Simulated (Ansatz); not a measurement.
# Ni (P6_3/mmc) in Ansatz: notebook

The runs below take Ni through single point, with PBE.

Program: Ansatz 0.2.0. These are calculated values, not measurements. Logs are shortened: lines on timing, memory, paths and dates and some standing lists are left out, and cuts for length are marked.

**1. The structure**

The structure is hexagonal, space group P6_3/mmc (No. 194). Conventional cell: a = 2.448 Å, b = 2.448 Å, c = 4.073 Å, α = 90.00°, β = 90.00°, γ = 120.00°. Ni (site symmetry -6m2) has 12 Ni at 2.45 to 2.48 Å as nearest neighbours.

This isn't the form of Ni at room conditions, which is fcc.

**2. Single point, PBE, collinear spin, program default start**

input.yaml

```yaml
crystal:
  lattice:
    - [2.4480228978, 0.0, 0.0]
    - [-1.2240114489, 2.1200500186, 0.0]
    - [0.0, 0.0, 4.07280757]
  atoms:
    - { symbol: Ni, position: [0.6666666667, 0.3333333333, 0.75] }
    - { symbol: Ni, position: [0.3333333333, 0.6666666667, 0.25] }
hamiltonian:
  xc: pbe
  pseudopotentials: { kind: paw }
magnetization:
  spin_polarized: true
  initial_magnetization: 0.0
  spin_locking: { lock_magnetization: hard }
kpoints:
  mp_grid: { grid: [10, 10, 6] }
scf:
  occupations: { method: fermi_dirac, width: 0.05 }
  lower_state_search: "off"
output:
  forces: true
  stress: true
  eigenvalues: true
```

Potentials or basis: Ansatz PAW.

Run with:

```bash
$ ansatz run input.yaml --threads 2 --pin off --max-ram 5632MiB --backend cpu --events-out ev --progress --plain --runs-dir out
```

What it wrote:

```text
Warning: output.stress: scf.convergence.dr2_threshold = 1e-7 eV (the SCF's general default) is looser than the 2e-10 eV advised for a printed stress (1e-10 eV for each atom of the cell: 2). What an SCF threshold leaves in a stress goes as its square root, and in the free energy as the threshold itself, and one threshold admits the most on a small cell: of the crystals measured, under no hybrid functional and no lock of the moments, on runs that ended without the residual-converged pass, on stresses that held no estimate of that error, the worst erred by over 100 MPa in a component at 1e-7 eV an atom and by under 5 at 1e-10. Set scf.convergence.dr2_threshold to 2e-10 eV or tighter. The threshold is an SCF's pass mark: one that does not reach it within its budget of iterations ends unconverged, or closes short of it on a stop that the run arms, and scf.convergence.dr2_threshold's page says what that costs each kind of run
Warning: RAYON_NUM_THREADS=2 ignored (pool sized by the plan → 2); use --threads N
Engine: ansatz 0.2.0, aarch64-unknown-linux-gnu
Pseudopotentials: kind: paw
Pseudopotential: Ni, paw, valence charge 18, recommended cutoff 420 eV (normal), Ni.paw.azcp
Functional definition: PBE
  parameter kappa = 0.804
  parameter beta = 0.06672455060314922
  exchange = pbe_x(kappa = kappa, mu = beta*pi^2/3)
  correlation = pbe_c(beta = beta)
Crystal: 2 atoms, lattice volume = 21.138 Å³
Basis set: ecut = 420 eV, 391 PW (Γ), exchange–correlation on 36×36×60 points (8 copies of the dense FFT grid, shifted against one another)
Bands: 22, of which v1, the nominal top of the filled ones, is band 18 counted from 1 (17 counted from 0)
Symmetry: 24 space group operations
Space group: P63/mmc (ITA 194), of the structure as read, at distance tolerance 2.8e-5 Å
k-points: 56 of 600
Non-local potential: Ni, projectors of the file, l = 0: 3, l = 1: 2, l = 2: 3, l = 3: 1
PAW form: soft (Blöchl's): semilocal exchange-correlation on the pseudo side does not see the compensation charge
PAW one-centre angular grid: Ni, 590 points (default); XC on 64 Gauss nodes
Initial density: superposition of atomic densities (chi_scale 0.1, normalization cell)
Initial wavefunctions: pseudopotential atomic-orbital guess
Functional: x = pbe(κ = 0.804, μ = 0.2195149727645171), c = pbe(β = 0.06672455060314922)
iter 1 solved again at ethr=2.51e-4 eV; its pass at ethr=3.10e-3 eV (dr2=9.04e-2 eV) is discarded
SCF iter   1: F=—  HF=-11679.295145 eV  |F-HF|=—  |Δ(HF+E_count)|=         —  Δρ=1.66e-2 (↑1.66e-2 ↓1.66e-2)  dr2=9.01e-2  dr2_m=0.00e0  M=0.000 μB ∫|m|=0.000 μB  β_m=0.30  ethr=2.51e-4  ⟨swp⟩=1.0  Hψ=6252  notcnv=0
preconditioner: auto → none  [metal: Δε(μ)=0.012 eV  Ē_g=8.654 eV  σ=0.050 eV  W_gap=0.06  n_scr=8 (ndim 8)  ℏωp=36.1 eV  f_vac=0.000  D(μ)=7.34/eV (n_scr^D=160)  sad-step TF]
SCF iter   2: F=—  HF=-11679.292701 eV  |F-HF|=—  |Δ(HF+E_count)|=   2.44e-3  Δρ=9.20e-3 (↑9.20e-3 ↓9.20e-3)  dr2=2.87e-2  dr2_m=0.00e0  M=0.000 μB ∫|m|=0.000 μB  β_m=0.55  ethr=2.50e-4  ⟨swp⟩=3.0  Hψ=1963  notcnv=0
SCF iter   3: F=—  HF=-11679.293929 eV  |F-HF|=—  |Δ(HF+E_count)|=   1.23e-3  Δρ=8.91e-3 (↑8.91e-3 ↓8.91e-3)  dr2=3.69e-2  dr2_m=0.00e0  M=0.000 μB ∫|m|=0.000 μB  β_m=0.51  ethr=7.99e-5  ⟨swp⟩=2.0  Hψ=1907  notcnv=0
SCF iter   4: F=—  HF=-11679.286860 eV  |F-HF|=—  |Δ(HF+E_count)|=   7.07e-3  Δρ=2.81e-3 (↑2.81e-3 ↓2.81e-3)  dr2=2.79e-3  dr2_m=0.00e0  M=0.000 μB ∫|m|=0.000 μB  β_m=0.47  ethr=7.99e-5  ⟨swp⟩=2.0  Hψ=1997  notcnv=0
SCF iter   5: F=—  HF=-11679.286877 eV  |F-HF|=—  |Δ(HF+E_count)|=   1.77e-5  Δρ=8.88e-4 (↑8.88e-4 ↓8.88e-4)  dr2=2.76e-4  dr2_m=0.00e0  M=0.000 μB ∫|m|=0.000 μB  β_m=0.50  ethr=7.74e-6  ⟨swp⟩=2.1  Hψ=2235  notcnv=0
SCF iter   6: F=—  HF=-11679.287011 eV  |F-HF|=—  |Δ(HF+E_count)|=   1.34e-4  Δρ=2.68e-4 (↑2.68e-4 ↓2.68e-4)  dr2=3.09e-5  dr2_m=0.00e0  M=0.000 μB ∫|m|=0.000 μB  β_m=0.74  ethr=7.66e-7  ⟨swp⟩=2.1  Hψ=1835  notcnv=0
SCF iter   7: F=—  HF=-11679.287012 eV  |F-HF|=—  |Δ(HF+E_count)|=   2.33e-7  Δρ=3.88e-5 (↑3.88e-5 ↓3.88e-5)  dr2=7.28e-7  dr2_m=0.00e0  M=0.000 μB ∫|m|=0.000 μB  β_m=0.87  ethr=8.58e-8  ⟨swp⟩=2.0  Hψ=1794  notcnv=0
SCF iter   8: F=-11679.287011 eV  HF=-11679.287011 eV  |F-HF|=2.18e-10  |Δ(HF+E_count)|=   5.52e-9  Δρ=1.38e-6 (↑1.38e-6 ↓1.38e-6)  dr2=4.53e-10  dr2_m=0.00e0  M=0.000 μB ∫|m|=0.000 μB  ethr=2.78e-10  ⟨swp⟩=3.4  Hψ=5567  notcnv=0
SCF 1 converged in 8 iterations: F = -11679.287011 eV  dr2 = 4.53e-10
SCF converged after 8 iterations
Stability checked in part: among states of this total moment the steps that led to this state did not find it unstable. No probe was made; neither looks for a lower state of another moment (fixed_total_moment; see scf.lower_state_search)
Magnetization: 0.0000 μB (18.0000 up, 18.0000 down)
Absolute magnetization: 0.0000 μB (∫|ρ↑−ρ↓|)
Spin contamination: 0.0000 ħ² per cell (⟨S²⟩ above its minimum at these occupations)
Per-site moments (μB) at R_I (Å): [(0.0, 1.0098094453565998), (0.0, 1.0098094453565998)]
Free energy (F): -11679.287011 eV
Harris-Foulkes:  -11679.287011 eV  (|F-HF|=2.18e-10)
Internal energy: -11679.227215 eV  (E = F + TS)
E sigma→0 (E₀):  -11679.257113 eV
Entropy (-TS):   -0.059797 eV (-29.898 meV/atom)
Fermi energy:    18.681510 (↑ 18.681510, ↓ 18.681510) eV
--- Per-component energies (eV) ---
  E_band       = -544.960246
  E_kinetic    = 565.938114
  E_local      = -6781.953008  (includes V_loc(G=0)·N_el)
  E_nonlocal   = 1271.484306
  E_hartree    = 2834.769800
  E_xc         = -170.140331
  E_vxc        = -219.437711  (∫ρ·V_xc dr)
  E_paw        = -3259.453361  (= ΣΔE_a)
  E_vpaw       = -1050.531034  (= ΣTr[D̂ρ^β])
  E_aug_tail   = 0.001023  (compensation charges beyond the density's cutoff)
  E_ewald      = -6139.873759
  E_smearing   = -0.059797  (= −TS)
  E_closure    = 0.000000  (closes the sum)
  Σ components = -11679.287011   (vs F -11679.287011, Δ=0.00e0)
--- Forces (eV/Å), atoms counted from 1 ---
  atom   1  Ni    -0.00000000    -0.00000000     0.00000000
  atom   2  Ni     0.00000000     0.00000000     0.00000000
  max |Σ_I F_I| component: 0.00e0 eV/Å
--- Stress (GPa, compression-positive) ---
        6.621515       0.000000       0.000000
        0.000000       6.621515       0.000000
        0.000000       0.000000       4.760505
  P = ⅓ Tr σ = 6.0012 GPa (60.012 kbar)
--- Band table (eV; the first three rows and the last of 112) ---
  k-point 0 ↑: bands = ["-84.4029", "-84.3671", "-44.8576", "-44.7059", "-44.7059", "-44.6740", "-44.6740", "-44.6223", "9.5069", "13.9940", "16.6534", "16.7840", "16.7840", "17.0607", "17.0607", "17.5771", "17.5771", "18.1897", "18.5411", "18.5411", "24.6309", "41.6472"]
  k-point 1 ↑: bands = ["-84.4005", "-84.3695", "-44.8420", "-44.7038", "-44.7038", "-44.6762", "-44.6762", "-44.6383", "9.7767", "13.8049", "16.5881", "16.7445", "16.7445", "17.0033", "17.0033", "17.4105", "17.7021", "17.7021", "18.5187", "18.5187", "26.0960", "41.1087"]
  k-point 2 ↑: bands = ["-84.3939", "-84.3760", "-44.7993", "-44.6980", "-44.6980", "-44.6820", "-44.6820", "-44.6817", "10.5586", "13.0222", "16.4296", "16.5029", "16.7100", "16.7100", "16.8739", "16.8739", "17.9690", "17.9690", "18.4269", "18.4269", "29.2489", "37.1959"]
  k-point 55 ↓: bands = ["-84.3538", "-84.3538", "-44.8675", "-44.8675", "-44.8178", "-44.8178", "-44.6828", "-44.6828", "15.2458", "15.2458", "15.8047", "15.8047", "16.2705", "16.2705", "17.4520", "17.4520", "18.6135", "18.6135", "23.5682", "23.5682", "27.0269", "27.0269"]
```

It took 1.2 s on 2 threads of Arm Neoverse V1, shared host; peak memory 0.28 GiB.

What came out:

| Quantity | Value |
| --- | --- |
| Free energy | -11679.2870 eV |
| Pressure | 6.0 GPa |
| Net moment | 0.00 μB per cell |
| Absolute moment | 0.00 μB per cell |

Stress tensor (GPa, compression positive):
```
6.62 0.00 0.00
0.00 6.62 0.00
0.00 0.00 4.76
```

Caveat: the total moment is fixed, so each spin has its own Fermi level; the thresholds are loose for stress.

**3. Single point, PBE, collinear spin, ferromagnetic start**

Changes to input.yaml since step 2:

```diff
@@ -6,4 +6,4 @@
   atoms:
-    - { symbol: Ni, position: [0.6666666667, 0.3333333333, 0.75] }
-    - { symbol: Ni, position: [0.3333333333, 0.6666666667, 0.25] }
+    - { symbol: Ni, position: [0.6666666667, 0.3333333333, 0.75], spin: 0.25 }
+    - { symbol: Ni, position: [0.3333333333, 0.6666666667, 0.25], spin: 0.25 }
 hamiltonian:
@@ -13,3 +13,3 @@
   spin_polarized: true
-  initial_magnetization: 0.0
+  initial_magnetization: 0.5
   spin_locking: { lock_magnetization: hard }
```

Potentials or basis: Ansatz PAW.

Run with:

```bash
$ ansatz run input.yaml --threads 2 --pin off --max-ram 5632MiB --backend cpu --events-out ev --progress --plain --runs-dir out
```

Wall time 2.5 s (2 threads of Arm Neoverse V1, shared host); peak memory 0.29 GiB.

The run converged. Its results:

```
Free energy     : -11679.3089 eV
Pressure        : 6.1 GPa
Net moment      : 0.50 μB per cell
Absolute moment : 0.59 μB per cell
Site moments    : Ni +0.27 μB
```

Stress tensor (GPa, compression positive):
```
6.83 0.00 0.00
0.00 6.83 0.00
0.00 0.00 4.74
```

Caveat: the total moment is fixed, so each spin has its own Fermi level; the thresholds are loose for stress.

**4. Single point, PBE, collinear spin, ferromagnetic start**

input.yaml

```yaml
crystal:
  lattice:
    - [2.4480228978, 0.0, 0.0]
    - [-1.2240114489, 2.1200500186, 0.0]
    - [0.0, 0.0, 4.07280757]
  atoms:
    - { symbol: Ni, position: [0.6666666667, 0.3333333333, 0.75], spin: 0.5 }
    - { symbol: Ni, position: [0.3333333333, 0.6666666667, 0.25], spin: 0.5 }
hamiltonian:
  xc: pbe
  pseudopotentials: { kind: paw }
magnetization:
  spin_polarized: true
  initial_magnetization: 1.0
  spin_locking: { lock_magnetization: hard }
kpoints:
  mp_grid: { grid: [10, 10, 6] }
scf:
  occupations: { method: fermi_dirac, width: 0.05 }
  lower_state_search: "off"
output:
  forces: true
  stress: true
  eigenvalues: true
  write_density: true
  write_potential: true
  elf: true
  volumetric_format: npy
```

Run with:

```bash
$ ansatz run input.yaml --threads 2 --pin off --max-ram 5632MiB --backend cpu --events-out ev --progress --plain --runs-dir out
```

Wall time 3.9 s (2 threads of Arm Neoverse V1, shared host); peak memory 0.3 GiB.

The run converged. Its results:

```yaml
Free_energy: -11679.3637 eV
Pressure: 6.6 GPa
Net_moment: 1.00 μB per cell
Absolute_moment: 1.16 μB per cell
Site_moments: Ni +0.53 μB
```

Stress tensor (GPa, compression positive):
```
7.56 0.00 0.00
0.00 7.56 0.00
0.00 0.00 4.75
```

Caveat: the total moment is fixed, so each spin has its own Fermi level; the thresholds are loose for stress.

**5. Single point, PBE, collinear spin, ferromagnetic start**

input.yaml

```yaml
crystal:
  lattice:
    - [2.4480228978, 0.0, 0.0]
    - [-1.2240114489, 2.1200500186, 0.0]
    - [0.0, 0.0, 4.07280757]
  atoms:
    - { symbol: Ni, position: [0.6666666667, 0.3333333333, 0.75], spin: 0.75 }
    - { symbol: Ni, position: [0.3333333333, 0.6666666667, 0.25], spin: 0.75 }
hamiltonian:
  xc: pbe
  pseudopotentials: { kind: paw }
magnetization:
  spin_polarized: true
  initial_magnetization: 1.5
  spin_locking: { lock_magnetization: hard }
kpoints:
  mp_grid: { grid: [10, 10, 6] }
scf:
  occupations: { method: fermi_dirac, width: 0.05 }
  lower_state_search: "off"
output:
  forces: true
  stress: true
  eigenvalues: true
```

Potentials or basis: Ansatz PAW.

Run with:

```bash
$ ansatz run input.yaml --threads 2 --pin off --max-ram 5632MiB --backend cpu --events-out ev --progress --plain --runs-dir out
```

What it wrote:

```text
Warning: output.stress: scf.convergence.dr2_threshold = 1e-7 eV (the SCF's general default) is looser than the 2e-10 eV advised for a printed stress (1e-10 eV for each atom of the cell: 2). What an SCF threshold leaves in a stress goes as its square root, and in the free energy as the threshold itself, and one threshold admits the most on a small cell: of the crystals measured, under no hybrid functional and no lock of the moments, on runs that ended without the residual-converged pass, on stresses that held no estimate of that error, the worst erred by over 100 MPa in a component at 1e-7 eV an atom and by under 5 at 1e-10. Set scf.convergence.dr2_threshold to 2e-10 eV or tighter. The threshold is an SCF's pass mark: one that does not reach it within its budget of iterations ends unconverged, or closes short of it on a stop that the run arms, and scf.convergence.dr2_threshold's page says what that costs each kind of run
Warning: RAYON_NUM_THREADS=2 ignored (pool sized by the plan → 2); use --threads N
Engine: ansatz 0.2.0, aarch64-unknown-linux-gnu
Pseudopotentials: kind: paw
Pseudopotential: Ni, paw, valence charge 18, recommended cutoff 420 eV (normal), Ni.paw.azcp
Functional definition: PBE
[... 65 lines left out ...]
        0.000000       8.841774       0.000000
        0.000000       0.000000       6.023920
  P = ⅓ Tr σ = 7.9025 GPa (79.025 kbar)
--- Band table (eV; the first three rows and the last of 112) ---
  k-point 0 ↑: bands = ["-84.9545", "-84.9194", "-45.4009", "-45.2392", "-45.2392", "-45.2081", "-45.2081", "-45.1711", "9.5099", "13.7218", "16.1820", "16.3440", "16.3440", "16.6089", "16.6089", "17.1222", "17.1222", "18.0594", "18.0594", "18.2011", "24.3494", "41.7139", "43.9660"]
  k-point 1 ↑: bands = ["-84.9522", "-84.9218", "-45.3856", "-45.2371", "-45.2371", "-45.2102", "-45.2102", "-45.1867", "9.7795", "13.5829", "16.1218", "16.3063", "16.3063", "16.5541", "16.5541", "17.2426", "17.2426", "17.3092", "18.0366", "18.0366", "25.8768", "41.1388", "41.9649"]
  k-point 2 ↑: bands = ["-84.9457", "-84.9282", "-45.3439", "-45.2314", "-45.2314", "-45.2290", "-45.2159", "-45.2159", "10.5588", "12.9332", "15.9803", "16.2054", "16.2732", "16.2732", "16.4304", "16.4304", "17.5006", "17.5006", "17.9456", "17.9456", "29.0935", "37.1254", "41.9832"]
  k-point 55 ↓: bands = ["-83.9315", "-83.9315", "-44.4517", "-44.4517", "-44.3977", "-44.3977", "-44.2839", "-44.2839", "15.4800", "15.4800", "16.0728", "16.0728", "16.5326", "16.5326", "17.8006", "17.8006", "19.0099", "19.0099", "23.7185", "23.7185", "27.1577", "27.1577", "28.8327"]
```

Run time: 2.4 s. Hardware: 2 threads of Arm Neoverse V1, shared host; peak memory 0.29 GiB.

What came out:

| Quantity | Value |
| --- | --- |
| Free energy | -11679.3799 eV |
| Pressure | 7.9 GPa |
| Net moment | 1.50 μB per cell |
| Absolute moment | 1.65 μB per cell |
| Site moments | Ni +0.78 μB |

Caveat: the total moment is fixed, so each spin has its own Fermi level; the thresholds are loose for stress.

**6. Summary**

| spin | fixed moment (μB) | pressure (GPa) | moment (μB) |
| --- | --- | --- | --- |
| collinear, program default start | 0.0 | 6.0 | 0.00 |
| collinear, ferromagnetic start | 0.5 | 6.1 | 0.50 |
| collinear, ferromagnetic start | 1.0 | 6.6 | 1.00 |
| collinear, ferromagnetic start | 1.5 | 7.9 | 1.50 |

Alike in all rows: task single point; level PBE; potentials or basis Ansatz PAW; cell as given; k mesh 10 × 10 × 6; cutoff (eV) 420; smearing fermi-dirac 0.05 eV.

Caveats: the total moment is fixed, so each spin has its own Fermi level; the thresholds are loose for stress.

Absolute energies hang on the potentials; compare differences alone.
